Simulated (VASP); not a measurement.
# CaSe (Fm-3m) in VASP: a series of runs

One crystal, CaSe, is run at these levels: r2SCAN; tasks: single point.

All numbers are computed with VASP 6.6.1; they aren't measurements. Logs are shortened: lines on timing, memory, paths and dates and some standing lists are left out, and cuts for length are marked.

## 1. The structure

It takes space group Fm-3m (No. 225, cubic). Conventional cell: a = 5.912 Å, b = 5.912 Å, c = 5.912 Å, α = 90.00°, β = 90.00°, γ = 90.00°. Se (site symmetry m-3m) has 6 Ca at 2.96 Å as nearest neighbours. Around Ca (site symmetry m-3m) lie 6 Se at 2.96 Å.

## 2. Single point, r2SCAN

Input file INCAR:

```
SYSTEM = CaSe
PREC = Accurate
ENCUT = 450
EDIFF = 1E-6
ISMEAR = 0
SIGMA = 0.01
LREAL = .FALSE.
LASPH = .TRUE.
NELM = 100
ALGO = Normal
ISIF = 2
LWAVE = .FALSE.
LCHARG = .FALSE.
METAGGA = R2SCAN
LMIXTAU = .TRUE.
ADDGRID = .FALSE.
```

Input file KPOINTS:

```
regular mesh
0
G
  7 7 7
  0 0 0
```

Input file POSCAR:

```
CaSe
1.0
    0.0000000000      2.9560000000      2.9560000000
    2.9560000000      0.0000000000      2.9560000000
    2.9560000000      2.9560000000      0.0000000000
Se Ca
1 1
Direct
    0.5137070000      0.4880300000      0.5023060000
    0.0084580000     -0.0027510000     -0.0091450000
```

Potentials or basis: VASP PAW PBE potentials, release 64 (Se, Ca_sv).

Run with:

```sh
cat potpaw_PBE.64/Se/POTCAR potpaw_PBE.64/Ca_sv/POTCAR > POTCAR
mpirun -np 1 vasp_std > vasp.out
```

OUTCAR:

```text
SYSTEM = CaSe
   PREC = Accurate
   ENCUT = 450
   EDIFF = 1E-6
   ISMEAR = 0
   LREAL = .FALSE.
   LASPH = .TRUE.
   NELM = 100
   ISIF = 2
   METAGGA = R2SCAN

 Found    172 irreducible k-points:

 Following reciprocal coordinates:
            Coordinates               Weight
  0.000000  0.000000  0.000000      1.000000
  0.142857  0.000000  0.000000      2.000000
  0.000000  0.142857  0.000000      2.000000
  0.000000  0.000000  0.142857      2.000000
  0.142857  0.142857  0.142857      2.000000
  0.285714  0.000000  0.000000      2.000000
   k-points           NKPTS =    172   k-points in BZ     NKDIM =    172   number of bands    NBANDS=     12
   number of dos      NEDOS =    301   number of ions     NIONS =      2
   total plane-waves  NPLWV =  27000
   dimension x,y,z NGX =    30 NGY =   30 NGZ =   30
   dimension x,y,z NGXF=    60 NGYF=   60 NGZF=   60
   ions per type =               1   1
   NGX,Y,Z   is equivalent  to a cutoff of  11.93, 11.93, 11.93 a.u.
   NGXF,Y,Z  is equivalent  to a cutoff of  23.86, 23.86, 23.86 a.u.
 SYSTEM =  CaSe
   PREC   = accura    normal or accurate (medium, high low for compatibility)
   ISTART =      0    job   : 0-new  1-cont  2-samecut
   ICHARG =      2    charge: 1-file 2-atom 10-const
   ISPIN  =      1    spin polarized calculation?
   LNONCOLLINEAR =      F non collinear calculations
   LSORBIT =      F    spin-orbit coupling
   LASPH  =      T    aspherical Exc in radial PAW
   ENCUT  =  450.0 eV  33.07 Ry    5.75 a.u.   7.23  7.23  7.23*2*pi/ulx,y,z
   NELM   =    100;   NELMIN=  2; NELMDL= -5     # of ELM steps
   EDIFF  = 0.1E-05   stopping-criterion for ELM
   LREAL  =      F    real-space projection
   EDIFFG = 0.1E-04   stopping-criterion for IOM
   NSW    =      0    number of steps for IOM
   IBRION =     -1    ionic relax: 0-MD 1-quasi-New 2-CG
   NFREE  =      0    steps in history (QN), initial steepest desc. (CG)
   ISIF   =      2    stress and relaxation
   ISYM   =      2    0-nonsym 1-usesym 2-fastsym
   POTIM  = 0.5000    time-step for ionic-motion
   TEBEG  =    0.0;   TEEND  =   0.0 temperature during run
   PSTRESS=    0.0 pullay stress
   NELECT =      16.0000    total number of electrons
   NUPDOWN=      -1.0000    fix difference up-down
   EMIN   =  10.00;   EMAX   =-10.00  energy-range for DOS
   EFERMI =   0.00;   METHOD = LEGACY
   ISMEAR =     0;   SIGMA  =   0.01  broadening in eV -4-tet -1-fermi 0-gaus
   EFERMI_NEDOS =   21; number of points for ismear=-14 and -15
   IALGO  =     38    algorithm
   IMIX   =      4    mixing-type and parameters
     AMIX     =   0.40;   BMIX     =  1.00
     AMIX_MAG =   1.60;   BMIX_MAG =  1.00
  volume/ion in A,a.u.               =      25.83       174.30
  Fermi-wavevector in a.u.,A,eV,Ry     =   1.107645  2.093145 16.692666  1.226876
  Thomas-Fermi vector in A             =   2.244161
   LORBIT       =      0    0 simple, 1 ext, 2 COOP (PROOUT), +10 PAW based schemes
   METAGGA = R2SCAN    functional components
   LHFCALC =     F    Hartree Fock is set to
   AEXX    =    0.0000 exact exchange contribution
   IVDW    =     0    specifies the selected vdW correction
   LEPSILON=     F    determine dielectric tensor
   LRPA    =     F    only Hartree local field effects (RPA)
 non-spin polarized calculation
 Gauss-broadening in eV      SIGMA  =   0.01
  energy-cutoff  :      450.00
  volume of cell :       51.66
 maximum number of plane-waves:      1139
 NGX is ok and might be reduce to    30
   NGX = 15   NGY = 15   NGZ = 15

 number of electron      16.0000001 magnetization

 Free energy of the ion-electron system (eV)
  ---------------------------------------------------
  ext. energy  EPLUGINS =         0.00000000
  ---------------------------------------------------
  free energy    TOTEN  =       -25.97103300 eV

  energy without entropy =      -25.97103300  energy(sigma->0) =      -25.97103300

 E-fermi :   2.2358     XC(G=0):  -9.5876

 val. band max:        2.1897435287   @ k =   0.0000   0.0000   0.0000
 cond. band min:       4.7484640012   @ k =   0.4286   0.0000   0.4286
 fundamental gap:      2.5587204725
 Fermi energy:         2.2358370931

 k-point     1 :       0.0000    0.0000    0.0000
  band No.  band energies     occupation
      1     -39.0932      2.00000
      2     -19.2056      2.00000
      3     -19.2050      2.00000
      4     -19.2049      2.00000
      5     -10.0063      2.00000
      6       2.1879      2.00000
      7       2.1896      2.00000
      8       2.1897      2.00000
      9       6.3407      0.00000
     10       6.4226      0.00000
     11       6.4278      0.00000
     12       6.4294      0.00000

 k-point     2 :       0.1429    0.0000    0.0000
  band No.  band energies     occupation
      1     -39.0920      2.00000
      2     -19.2278      2.00000
      3     -19.2067      2.00000
      4     -19.2063      2.00000
      5      -9.8815      2.00000
      6       1.2878      2.00000
      7       1.8976      2.00000
      8       1.9002      2.00000
      9       6.3965      0.00000
     10       6.7022      0.00000
     11       6.7029      0.00000
     12       7.4086      0.00000

 k-point     3 :       0.0000    0.1429    0.0000
  band No.  band energies     occupation
      1     -39.0920      2.00000
      2     -19.2279      2.00000
      3     -19.2066      2.00000
      4     -19.2063      2.00000
      5      -9.8815      2.00000
      6       1.2885      2.00000
      7       1.8970      2.00000
      8       1.8991      2.00000
      9       6.3984      0.00000
     10       6.7015      0.00000
     11       6.7042      0.00000
     12       7.4154      0.00000

 k-point     4 :       0.0000    0.0000    0.1429
  band No.  band energies     occupation
      1     -39.0920      2.00000
      2     -19.2279      2.00000
      3     -19.2066      2.00000
      4     -19.2063      2.00000
      5      -9.8815      2.00000
      6       1.2892      2.00000
      7       1.8971      2.00000
      8       1.8976      2.00000
      9       6.4000      0.00000
     10       6.7020      0.00000
     11       6.7041      0.00000
     12       7.4215      0.00000

 k-point     5 :       0.1429    0.1429    0.1429
  band No.  band energies     occupation
      1     -39.0920      2.00000
      2     -19.2278      2.00000
      3     -19.2067      2.00000
      4     -19.2063      2.00000
      5      -9.8815      2.00000
      6       1.2881      2.00000
      7       1.8973      2.00000
      8       1.8997      2.00000
      9       6.3974      0.00000
     10       6.7016      0.00000
     11       6.7038      0.00000
     12       7.4119      0.00000

 k-point     6 :       0.2857    0.0000    0.0000
  band No.  band energies     occupation
      1     -39.0891      2.00000
      2     -19.2778      2.00000
      3     -19.2098      2.00000
      4     -19.2093      2.00000
      5      -9.5828      2.00000
      6      -0.0961      2.00000
      7       1.3800      2.00000
      8       1.3818      2.00000
      9       6.5733      0.00000
     10       7.3765      0.00000
     11       7.3777      0.00000
     12       8.7931      0.00000

 [... further k-points ...]
[... 5 lines left out ...]
  --------------------------------------------------------------------------------------
  -------------------------------------------------------------------------------------
  Total        0.2711070      0.3269079      0.2733576     -0.0018031      0.0029798      0.0001558
  in kB        8.4082977     10.1389446      8.4780979     -0.0559233      0.0924170      0.0048314
  external PRESSURE =       9.0084467 kB  Pullay stress =       0.0000000 kB

 VOLUME and BASIS-vectors are now :
 -----------------------------------------------------------------------------
  energy-cutoff  :      450.00
  volume of cell :       51.66
      direct lattice vectors                 reciprocal lattice vectors
     0.000000000  2.956000000  2.956000000    -0.169147497  0.169147497  0.169147497
     2.956000000  0.000000000  2.956000000     0.169147497 -0.169147497  0.169147497
     2.956000000  2.956000000  0.000000000     0.169147497  0.169147497 -0.169147497

 POSITION                                       TOTAL-FORCE (eV/Angst)
 -----------------------------------------------------------------------------------
      2.92743      3.00333      2.96113        -0.022074     -0.170036      0.040603
      5.87684      2.95397      2.97287         0.022074      0.170036     -0.040603
 -----------------------------------------------------------------------------------
    total drift:                               -0.002506     -0.002418     -0.003027

  FREE ENERGIE OF THE ION-ELECTRON SYSTEM (eV)
  ---------------------------------------------------
  free  energy   TOTEN  =       -25.9710329966 eV

  energy  without entropy=      -25.9710329966  energy(sigma->0) =      -25.97103300
```

Wall time 4.7 min (1 thread of Intel Xeon Platinum 8488C (Sapphire Rapids), shared host); peak memory 0.24 GiB.

These settings aren't checked as converged: the numbers below hold their error.

Results:

| Quantity | Value |
| --- | --- |
| Free energy | -25.9710 eV |
| Pressure | 0.9 GPa |
| Largest force | 0.176 eV/Å |
| Band gap on the k mesh | 2.56 eV, indirect (least direct gap 3.48 eV) |

Caveat: the PAW data sets were made with another functional, which shifts forces and pressure a little; an odd mesh through Γ misses points on the zone boundary, where band edges often lie.

## 3. Single point, r2SCAN

INCAR, as its differences from that of step 2:

```diff
@@ -1,3 +1,3 @@
 SYSTEM = CaSe
-PREC = Accurate
+PREC = Low
 ENCUT = 450
@@ -5,3 +5,3 @@
 ISMEAR = 0
-SIGMA = 0.01
+SIGMA = 0.05
 LREAL = .FALSE.
```

KPOINTS is that of step 2.

Input file POSCAR:

```
CaSe
1.0
    0.0000000000      2.9560000000      2.9560000000
    2.9560000000      0.0000000000      2.9560000000
    2.9560000000      2.9560000000      0.0000000000
Se Ca
1 1
Direct
    0.5000000000      0.5000000000      0.5000000000
    0.0000000000      0.0000000000      0.0000000000
```

Potentials or basis: VASP PAW PBE potentials, release 64 (Se, Ca_sv).

Run with:

```sh
cat potpaw_PBE.64/Se/POTCAR potpaw_PBE.64/Ca_sv/POTCAR > POTCAR
mpirun -np 1 vasp_std > vasp.out
```

It took 18 s on 1 thread of Intel Xeon Platinum 8488C (Sapphire Rapids), shared host; peak memory 0.12 GiB.

These settings aren't checked as converged: the numbers below hold their error.

Results:

```
Free energy            : -25.9794 eV
Pressure               : 0.8 GPa
Band gap on the k mesh : 2.55 eV, indirect (least direct gap 3.48 eV)
```

Caveat: the PAW data sets were made with another functional, which shifts forces and pressure a little; an odd mesh through Γ misses points on the zone boundary, where band edges often lie.

## 4. The reference run

An earlier run on the cell as given: functional PBEsol; potentials or basis VASP PAW PBE potentials, release 64 (Se, Ca_sv); cutoff 520 eV; k mesh 8 × 8 × 8; occupations fermi-dirac, width 0.05 eV; no spin polarisation.

* Pressure: -0.9 GPa
* Band gap on the k mesh: 1.92 eV, indirect (least direct gap 2.87 eV)
